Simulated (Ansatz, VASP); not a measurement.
# One calculation of TaN, two programs

```
Ta N
1.0
     0.00000    2.23387    2.23387
     2.23387    0.00000    2.23387
     2.23387    2.23387    0.00000
Ta N
1 1
Direct
  0.50000 0.50000 0.50000
  0.00000 0.00000 0.00000
```

Alike in both runs: task single point; functional PBE; k mesh 16 × 16 × 16; occupations gaussian, width 0.1 eV; no spin polarisation.

|  | VASP | Ansatz |
| --- | --- | --- |
| version | VASP 6.6.1 | Ansatz 0.2.0 |
| potentials or method | VASP PAW PBE potentials, release 64 (Ta_pv, N) | scalar-relativistic, plane waves, PAW |
| plane-wave cutoff (eV) | 520 | 420 |
| valence electrons in the cell | 16 | 18 |

Ansatz gave:

| Property | Result |
| --- | --- |
| gap on the k mesh at the Fermi level (eV) | none |
| pressure (GPa) | -10.4 |

Q: Estimate VASP's values.

A: gap on the k mesh at the Fermi level (eV): none; pressure (GPa): -9.8.

A gap of «none» marks a metal or a gap that the smearing closes. The two sets of potentials don't hold the same shells in valence.

Spin-orbit coupling is left out, which matters for the levels of Ta.
